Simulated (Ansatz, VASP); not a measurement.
## One calculation of Al, two programs

```
Al
1.0
     0.00000    3.11966    3.11966
     3.11966    0.00000    3.11966
     3.11966    3.11966    0.00000
Al
2
Direct
  0.12500 0.12500 0.12500
  0.87500 0.87500 0.87500
```

Alike in both runs: task single point; functional BLYP; k mesh 10 × 10 × 10; occupations fermi-dirac, width 0.1 eV; no spin polarisation.

```csv
,VASP,Ansatz
version,VASP 6.6.1,Ansatz 0.2.0
potentials or method,"VASP PAW PBE potentials, release 64 (Al)","plane waves (420 eV) with PAW, scalar-relativistic"
plane-wave cutoff (eV),520,420
valence electrons in the cell,6,6
```

|  | VASP | Ansatz | Ansatz less VASP |
| --- | --- | --- | --- |
| pressure (GPa) | -1.0 | -1.1 | -0.04 |

With one functional, cell and mesh, what is left measures potentials, basis and numerics.

Caveats: the PAW data sets were made with another functional, which shifts forces and pressure a little (VASP).
